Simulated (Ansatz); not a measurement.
# KBr: a single-point run

Wanted: a converged single-point run for KBr, and a check of what comes out. The structure is shown as the input types it. The cell is built on a prototype (wurtzite) and needn't be the phase found in nature.

Computed with Ansatz 0.2.0 (density functional or hybrid calculation with the settings of its input, plane waves (as first typed), unless a step's input says otherwise).

## (1) The system as given

Symmetry: P6_3/mmc, No. 194, hexagonal system. The conventional cell has a = 5.619 Å, b = 5.619 Å, c = 6.554 Å, α = 90.00°, β = 90.00°, γ = 120.00°. Around K (site symmetry -6m2) lie 5 Br at 3.24 to 3.28 Å. Br (site symmetry -6m2) has 5 K at 3.24 to 3.28 Å as nearest neighbours.

As a file:

```cif
data_structure
_symmetry_space_group_name_H-M 'P6_3/mmc'
_symmetry_Int_Tables_number 194
_cell_length_a 5.6186
_cell_length_b 5.6186
_cell_length_c 6.5538
_cell_angle_alpha 90.000
_cell_angle_beta 90.000
_cell_angle_gamma 120.000
_cell_volume 179.18
loop_
_atom_site_label
_atom_site_type_symbol
_atom_site_symmetry_multiplicity
_atom_site_Wyckoff_symbol
_atom_site_fract_x
_atom_site_fract_y
_atom_site_fract_z
_atom_site_occupancy
K1 K 2 d 0.33333 0.66667 0.75000 1
Br1 Br 2 c 0.33333 0.66667 0.25000 1
```

## (2) Running it

input.yaml reads:

```yaml
crystal:
  lattice:
    - [5.6185814494, 0.0, 0.0]
    - [-2.8092907247, 4.8658342684, 0.0]
    - [0.0, 0.0, 6.5538300027]
  atoms:
    - { symbol: K, position: [0.3333333333, 0.6666666667, -0.0625] }
    - { symbol: K, position: [0.6666666667, 0.3333333333, 0.4375] }
    - { symbol: Br, position: [0.3333333333, 0.6666666667, 0.4375] }
    - { symbol: Br, position: [0.6666666667, 0.3333333333, 0.9375] }
kpoints:
  mp_grid: { grid: [6, 6, 4] }
hamiltonian:
  xc: r2scan
scf:
  occupations: { method: fixed }
  n_extra_bands: 5
  max_iter: 86
output:
  forces: true
  stress: true
  eigenvalues: true
basis:
  ecutwfc: 40
```

Launch:

```console
ansatz run input.yaml --threads 4 --pin off --max-ram 3686MiB --backend cpu --events-out ev --progress --plain --runs-dir out
```

What happens when this is run?

The program finished normally, with warnings (cutoff below recommended). It gives a pressure of -16 GPa, which is large.

In the input, basis.ecutwfc is 40. The basis cutoff is far too low: the plane waves can't represent the orbitals near the cores. The potentials' recommended cutoff is 500 eV.

The test: delete basis.ecutwfc (the default then holds).
